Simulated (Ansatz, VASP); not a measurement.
**Cross-check of GaP between VASP and Ansatz**

Aim: how closely do two programs agree when they are given the same cell, functional and k mesh? The structure shown comes from an earlier Ansatz run, which isn't shown and may have moved the atoms alone.

Method: plane waves, with VASP 6.6.1 beside it; elastic constants at LDA, in Ansatz 0.2.0.

**1. The starting structure**

It takes space group F-43m (No. 216, cubic). Conventional cell: a = 5.531 Å, b = 5.531 Å, c = 5.531 Å, α = 90.00°, β = 90.00°, γ = 90.00°. Nearest to Ga lie 4 P at 2.40 Å. Nearest to P lie 4 Ga at 2.40 Å. Farther neighbours are not listed.

**2. Ansatz: elastic constants, LDA**

Ansatz runs on its default PAW (the set named soft_2) files.

Elastic constants are differences of stresses under small strains, so they test the stress and the mesh.

input.yaml reads:

```yaml
crystal:
  lattice:
    - [0.0, 2.7657195736, 2.7657195736]
    - [2.7657195736, 0.0, 2.7657195736]
    - [2.7657195736, 2.7657195736, 0.0]
  atoms:
    - { symbol: Ga, position: [0.0, 0.0, 0.0] }
    - { symbol: P, position: [0.25, 0.25, 0.25] }
kpoints:
  mp_grid: { grid: [2, 2, 2] }
hamiltonian:
  xc: lda
scf:
  occupations: { method: gaussian, width: 0.02 }
output:
  forces: true
  stress: true
  eigenvalues: true
elastic:
  mode: relaxed_ion
  stencil: two_point
```

Run with:

```bash
ansatz run input.yaml --threads 4 --pin off --max-ram 8192MiB --backend cpu --events-out ev --progress --plain --runs-dir out
```

Numbers of over 12 decimals in the logs are rounded to 6 here.

What it wrote:

```text
Engine: ansatz 0.2.0, aarch64-unknown-linux-gnu
Pseudopotentials: kind: paw
Pseudopotential: Ga, paw, valence charge 13, recommended cutoff 420 eV (normal), Ga.paw.azcp
Pseudopotential: P, paw, valence charge 5, recommended cutoff 420 eV (normal), P.paw.azcp
Functional definition: SPW92
  exchange = slater_x
  correlation = pw_c
Crystal: 2 atoms, lattice volume = 42.311 Å³
Basis set: ecut = 420 eV, 869 PW (Γ)
Bands: 13, of which v1, the nominal top of the filled ones, is band 9 counted from 1 (8 counted from 0)
Symmetry: 24 space group operations
Space group: F-43m (ITA 216), of the structure as read, at distance tolerance 3.5e-5 Å
k-points: 3 of 8
Non-local potential: Ga, projectors of the file, l = 0: 2, l = 1: 2, l = 2: 3, l = 3: 1
Non-local potential: P, projectors of the file, l = 0: 2, l = 1: 2, l = 2: 2
PAW form: soft (Blöchl's): semilocal exchange-correlation on the pseudo side does not see the compensation charge
PAW frozen core: Ga, regenerated for the run's functional, and the local potential with it (the file was generated under x = pbe(κ = 0.804, μ = 0.219515), c = pbe(β = 0.066725))
PAW frozen core: P, regenerated for the run's functional, and the local potential with it (the file was generated under x = pbe(κ = 0.804, μ = 0.219515), c = pbe(β = 0.066725))
PAW one-centre angular grid: Ga, 590 points (default); XC on 64 Gauss nodes
PAW one-centre angular grid: P, 110 points (default); XC on 64 Gauss nodes
Initial density: superposition of atomic densities (neutral atoms: chi_scale 0, normalization atom), corrected by the library's trained network
Initial wavefunctions: pseudopotential atomic-orbital guess
Functional: x = slater, c = lda
SCF iter   1: F=—  HF=-4431.490869 eV  |F-HF|=—  |Δ(HF+E_count)|=         —  Δρ=1.33e-2  dr2=1.25e-1  ethr=1.77e-3  ⟨swp⟩=6.3  Hψ=270  notcnv=0
preconditioner: auto → none  [insulator: Δε(μ)=1.202 eV  Ē_g=15.127 eV  σ=0.020 eV  W_gap=1.00  n_scr=14 (ndim 8)  ℏωp=24.2 eV  f_vac=0.019  D(μ)=0.00/eV (n_scr^D=0)  ε∞_Penn≈3.6]
SCF iter   2: F=—  HF=-4431.448191 eV  |F-HF|=—  |Δ(HF+E_count)|=   4.27e-2  Δρ=4.55e-3  dr2=1.03e-2  ethr=6.96e-4  ⟨swp⟩=3.0  Hψ=86  notcnv=0
SCF iter   3: F=—  HF=-4431.445663 eV  |F-HF|=—  |Δ(HF+E_count)|=   2.53e-3  Δρ=1.59e-3  dr2=1.21e-3  ethr=5.74e-5  ⟨swp⟩=4.0  Hψ=89  notcnv=0
SCF iter   4: F=—  HF=-4431.445398 eV  |F-HF|=—  |Δ(HF+E_count)|=   2.65e-4  Δρ=6.75e-4  dr2=9.05e-5  ethr=6.75e-6  ⟨swp⟩=2.0  Hψ=78  notcnv=0
SCF iter   5: F=—  HF=-4431.445356 eV  |F-HF|=—  |Δ(HF+E_count)|=   4.20e-5  Δρ=1.90e-4  dr2=6.52e-6  ethr=5.03e-7  ⟨swp⟩=2.0  Hψ=64  notcnv=0
SCF iter   6: F=—  HF=-4431.445354 eV  |F-HF|=—  |Δ(HF+E_count)|=   1.72e-6  Δρ=1.26e-5  dr2=4.92e-8  ethr=3.62e-8  ⟨swp⟩=2.7  Hψ=62  notcnv=0
SCF iter   7: F=—  HF=-4431.445357 eV  |F-HF|=—  |Δ(HF+E_count)|=   2.47e-6  Δρ=1.50e-6  dr2=6.42e-10  ethr=2.73e-10  ⟨swp⟩=2.0  Hψ=74  notcnv=0
SCF iter   8: F=—  HF=-4431.445357 eV  |F-HF|=—  |Δ(HF+E_count)|=  7.73e-11  Δρ=1.46e-7  dr2=5.66e-12  ethr=3.57e-12  ⟨swp⟩=2.0  Hψ=66  notcnv=0
SCF iter   9: F=-4431.445357 eV  HF=-4431.445357 eV  |F-HF|=1.82e-12  |Δ(HF+E_count)|=  1.00e-11  Δρ=7.40e-9  dr2=2.16e-14  ethr=1.00e-12  ⟨swp⟩=4.7  Hψ=202  notcnv=0
SCF 1 converged in 9 iterations: F = -4431.445357 eV  dr2 = 2.16e-14
  greatest PAW one-centre occupation: 0.995 electrons in one spin orbital (limit 2), on the Ga atom at site 0 (counted from 0), in its partial waves of l = 2
Crystal: 2 atoms, lattice volume = 42.226 Å³
Symmetry: 8 space group operations
k-points: 4 of 8
Initial density: handed on by an earlier stage of this run
Initial wavefunctions: those handed on with the density
iter 1 solved again at ethr=8.38e-8 eV; its pass at ethr=3.10e-3 eV (dr2=1.51e-5 eV) is discarded
SCF iter   1: F=—  HF=-4431.445308 eV  |F-HF|=—  |Δ(HF+E_count)|=         —  Δρ=1.67e-4  dr2=1.53e-5  ethr=8.38e-8  ⟨swp⟩=2.2  Hψ=384  notcnv=0
preconditioner: auto → none  [insulator: Δε(μ)=1.138 eV  Ē_g=15.164 eV  σ=0.020 eV  W_gap=1.00  n_scr=14 (ndim 8)  ℏωp=24.2 eV  f_vac=0.053  D(μ)=0.00/eV (n_scr^D=0)  ε∞_Penn≈3.6]
SCF iter   2: F=—  HF=-4431.445305 eV  |F-HF|=—  |Δ(HF+E_count)|=   2.86e-6  Δρ=6.92e-5  dr2=1.85e-6  ethr=8.38e-8  ⟨swp⟩=2.0  Hψ=71  notcnv=0
SCF iter   3: F=—  HF=-4431.445302 eV  |F-HF|=—  |Δ(HF+E_count)|=   3.08e-6  Δρ=2.48e-5  dr2=2.71e-7  ethr=1.03e-8  ⟨swp⟩=3.0  Hψ=93  notcnv=0
SCF iter   4: F=—  HF=-4431.445302 eV  |F-HF|=—  |Δ(HF+E_count)|=   5.28e-8  Δρ=7.32e-6  dr2=1.32e-8  ethr=1.50e-9  ⟨swp⟩=2.0  Hψ=87  notcnv=0
SCF iter   5: F=—  HF=-4431.445302 eV  |F-HF|=—  |Δ(HF+E_count)|=   3.26e-9  Δρ=2.29e-6  dr2=1.28e-9  ethr=7.33e-11  ⟨swp⟩=2.0  Hψ=88  notcnv=0
SCF iter   6: F=—  HF=-4431.445302 eV  |F-HF|=—  |Δ(HF+E_count)|=  2.71e-10  Δρ=2.82e-7  dr2=1.87e-11  ethr=7.14e-12  ⟨swp⟩=2.2  Hψ=82  notcnv=0
[...]
relax step   2: F+E_penalty+E_count = -4431.44531844 eV  Δ(F+E_penalty+E_count) = -4.517e-6 eV  max|allowed force component| = 3.512e-3 eV/Å  Δτ_max = 0.0003 Å  (7 SCF iters, accepted)
[...]
relax step   3: F+E_penalty+E_count = -4431.44531908 eV  Δ(F+E_penalty+E_count) = -6.479e-7 eV  max|allowed force component| = 4.031e-8 eV/Å  Δτ_max = 0.0002 Å  (7 SCF iters, accepted)
[...]
relax step   1: F+E_penalty+E_count = -4431.44531392 eV  Δ(F+E_penalty+E_count) = +0.000e0 eV  max|allowed force component| = 9.918e-3 eV/Å  Δτ_max = 0.0000 Å  (9 SCF iters, accepted)
[...]
relax step   2: F+E_penalty+E_count = -4431.44531908 eV  Δ(F+E_penalty+E_count) = -5.165e-6 eV  max|allowed force component| = 6.272e-8 eV/Å  Δτ_max = 0.0005 Å  (8 SCF iters, accepted)
iter 1 solved again at ethr=1.00e-12 eV; its pass at ethr=3.10e-3 eV (dr2=2.97e-13 eV) is discarded
SCF iter   1: F=—  HF=-4431.445319 eV  |F-HF|=—  |Δ(HF+E_count)|=         —  Δρ=5.20e-9  dr2=6.42e-15  ethr=1.00e-12  ⟨swp⟩=2.2  Hψ=444  notcnv=0
SCF iter   2: F=-4431.445319 eV  HF=-4431.445319 eV  |F-HF|=0.00e0  |Δ(HF+E_count)|=  3.64e-12  Δρ=2.41e-9  dr2=1.51e-15  ethr=1.00e-12  ⟨swp⟩=4.4  Hψ=221  notcnv=0
SCF 10 converged in 2 iterations: F = -4431.445319 eV  dr2 = 1.51e-15
SCF converged after 9 iterations
Free energy (F): -4431.445357 eV
Harris-Foulkes:  -4431.445357 eV  (|F-HF|=1.82e-12)
Internal energy: -4431.445357 eV  (E = F + TS)
E sigma→0 (E₀):  -4431.445357 eV
Fermi energy:    7.234321 eV
--- Per-component energies (eV) ---
  E_band       = -68.358732
  E_kinetic    = 189.982392
  E_local      = -2240.911178  (includes V_loc(G=0)·N_el)
  E_nonlocal   = 463.975986
  E_hartree    = 1032.798204
  E_xc         = -129.524310
  E_vxc        = -119.043850  (∫ρ·V_xc dr)
  E_paw        = -2456.174590  (= ΣΔE_a)
  E_vpaw       = -427.958371  (= ΣTr[D̂ρ^β])
  E_aug_tail   = -0.000111  (compensation charges beyond the density's cutoff)
  E_ewald      = -1293.437580
  E_core_change = 1.845831  (= ΣΔE_core)
  E_smearing   = -0.000000  (= −TS)
  E_closure    = -0.000000  (closes the sum)
  Σ components = -4431.445357   (vs F -4431.445357, Δ=0.00e0)
--- Forces (eV/Å), atoms counted from 1 ---
  atom   1  Ga     0.00000000    -0.00000000    -0.00000000
  atom   2  P     -0.00000000     0.00000000     0.00000000
  max |Σ_I F_I| component: 1.85e-16 eV/Å
--- Stress (GPa, compression-positive) ---
        0.011627       0.000000      -0.000000
       -0.000000       0.011627       0.000000
       -0.000000       0.000000       0.011627
  P = ⅓ Tr σ = 0.0116 GPa (0.116 kbar)
--- Band table (eV) ---
  k-point 0: bands = [... 5 lower, -5.6131, 6.6701, 6.6701, 6.6701, 7.7982, 10.1947, 10.1947, 10.1947]
  k-point 1: bands = [... 5 lower, -3.6133, -0.0059, 5.5491, 5.5491, 7.8341, 11.0408, 11.0408, 14.3599]
  k-point 2: bands = [... 5 lower, -2.6947, -0.2095, 3.9991, 3.9991, 7.9519, 8.1457, 16.6107, 16.6107]
--- Elastic constants: 2 strain directions × 2 members + reference (group order 24) ---
  dense FFT box of the reference and of every strained cell: 27×27×27
  strains applied: 11, 23; error gains: componentwise 1.00 (the most a stress slope's error grows in a printed constant), spectral 1.73 (1 for all six strains in a standard setting)
  C = ∂σ_k/∂η_j (tension-positive GPa; Voigt order 11 22 33 23 13 12):
       137.019     51.393     51.393      0.000      0.000     -0.000
        51.393    137.019     51.393      0.000      0.000     -0.000
        51.393     51.393    137.019      0.000      0.000     -0.000
         0.000     -0.000     -0.000     71.128      0.000      0.000
         0.000      0.000     -0.000     -0.000     71.128      0.000
         0.000     -0.000      0.000      0.000      0.000     71.128
  reference stress σ⁰ (GPa):     -0.012     -0.012     -0.012     -0.000      0.000      0.000
  C* (energy form; C + prestress term) asymmetry max|C*_kj − C*_jk| = 1.421e-14 GPa — a small one proves nothing (zero by symmetry where the batch's group is 432, −43m or m−3m); a large one is finite-difference/SCF noise where every solve meets its electron count
  moduli (Voigt/Reuss/Hill, GPa): K = 79.93/79.93/79.93   G = 59.80/56.25/58.02   E = 140.16   ν = 0.208
  mechanically stable: yes (min eigenvalue of sym C = 71.13 GPa)
  strain η (Voigt 11):  stress-route row diagonal C_11 = 137.02 GPa, energy-path curvature d²(F+E_count+ΔE)/dδ²/Ω₀ = 137.27 GPa
         δ    σ_11 (GPa)             F (eV)   n_scf  n_hpsi   n_pw
    -2.000e-3      -0.2861       -4431.4453017       8    1122    869   relax 0 steps, max|allowed force component| 1.67e-16 eV/Å
     2.000e-3       0.2619       -4431.4452664       5     871    869   relax 0 steps, max|allowed force component| 1.67e-16 eV/Å
  strain η (Voigt 23):  stress-route row diagonal C_44 = 71.13 GPa, energy-path curvature d²(F+E_count+ΔE)/dδ²/Ω₀ = 71.20 GPa
         δ    σ_23 (GPa)             F (eV)   n_scf  n_hpsi   n_pw
    -2.000e-3      -0.1423       -4431.4453191       2     738    869   relax 3 steps, max|allowed force component| 4.03e-8 eV/Å
     2.000e-3       0.1423       -4431.4453191       2     747    869   relax 2 steps, max|allowed force component| 6.27e-8 eV/Å
```

The column dr2 measures how far the density is from self-consistency, as an energy; F and HF (Harris–Foulkes) agree once it is small.

(Continued in part 2 of 2.)

[Lines on the potential files, build, host, timing and source positions are cut from VASP's logs without a mark.]

[Logs are printed without paths, hosts, clocks, repeated set-up lines and the standing remarks that a program may print on its own settings, such as how far it seeks lower states.]

[Hosts, paths, dates, database ids (printed as entryN), source tags and the programs' standing remarks are cut or masked in the printed files.]
